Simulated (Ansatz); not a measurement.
# SnO, space group Pmn2_1: a Berry-phase polarisation

Computed with Ansatz 0.2.0 through its Python package.

Contents of `sno.extxyz`:
```text
4
Lattice="3.355005 0.0 0.0 0.0 5.674104 0.0 0.0 0.0 4.22197" Properties=species:S:1:pos:R:3 pbc="T T T"
Sn    0.00000000    1.31587578    2.16647857
Sn    1.67750250    4.35822822    0.05549357
O     0.00000000    5.05704519    3.11098815
O     1.67750250    0.61705881    1.00000315
```

The cells in order, each with its output:

In [1]:
```python
import warnings

import ansatz as az
import numpy as np
```

In [2]:
```python
XC = "pbesol"
KGRID = (5, 3, 4)
SMEARING = "fixed"
```

In [3]:
```python
warnings.simplefilter("ignore", az.DeckWarning)
```

In [4]:
```python
system = az.Crystal.from_extxyz("sno.extxyz")
```

In [5]:
```python
def berry(structure):
    return (
        structure.calculation()
        .functional(XC)
        .kpoints(*KGRID)
        .occupations(SMEARING)
        .polarization(string_points=10)
        .run()
        .polarization()
    )
```

In [6]:
```python
vectors = np.array(system.lattice.vectors)
shifted = system.move(0, to=np.array(system.sites[0].position) + 0.01 * np.linalg.inv(vectors)[2])
before, after = berry(system), berry(shifted)
for label, p in (("as typed", before), ("shifted", after)):
    print(label, "reduced polarisation:", [round(axis.reduced, 4) for axis in p.axes], "modulo", p.modulus)
# take the change on the nearest branch, then turn it into a dipole per cell
change = np.array([b.reduced - a.reduced for a, b in zip(before.axes, after.axes)])
change -= before.modulus * np.round(change / before.modulus)
dipole = change @ vectors
print("dipole change (e A):", np.round(dipole, 4) + 0.0)
print("column of the Born charge of", system.sites[0].symbol, "for a shift along z:", np.round(dipole / 0.01, 2) + 0.0)
```
```text
as typed reduced polarisation: [10.0, 20.0, 12.738] modulo 2
shifted reduced polarisation: [10.0, 20.0, 12.7433] modulo 2
dipole change (e A): [0.     0.0001 0.0226]
column of the Born charge of Sn for a shift along z: [0.   0.01 2.26]
```

What to keep in mind:
- This cell is a computed structure, which may not be the phase found in nature.
- Polarisation is defined up to a quantum, so only the change along a continuous path has meaning.
- Hardware and time: 71 s on 1 thread of Arm Neoverse V1, with other jobs on the host, peak memory 0.48 GiB.

(Lines on the test bed's own set-up are left out of the output.)
